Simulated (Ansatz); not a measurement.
IrO$_{2}$ (space group P4_2/mnm) relaxed with several functionals in Ansatz (plane waves to 420 eV, scalar-relativistic PAW, no spin-orbit coupling, symmetry kept). The database cell has 10.68 Å³/atom; its temperature or method isn't stated, so the comparison with it is no error of the functional. No moments.

| functional | conventional cell | V (Å³/atom) | against the database cell (%) | gap on mesh (eV) | largest moment (μB) |
| --- | --- | --- | --- | --- | --- |
| PBE | a = 4.529 Å, b = 4.529 Å, c = 3.180 Å, α = 90.00°, β = 90.00°, γ = 90.00° | 10.87 | 1.7 | 0.00 | 0.00 |
| LDA | a = 4.433 Å, b = 4.433 Å, c = 3.136 Å, α = 90.00°, β = 90.00°, γ = 90.00° | 10.27 | -3.9 | 0.00 | 0.00 |
| PBE+D3(BJ) | a = 4.503 Å, b = 4.503 Å, c = 3.172 Å, α = 90.00°, β = 90.00°, γ = 90.00° | 10.72 | 0.3 | 0.00 | 0.00 |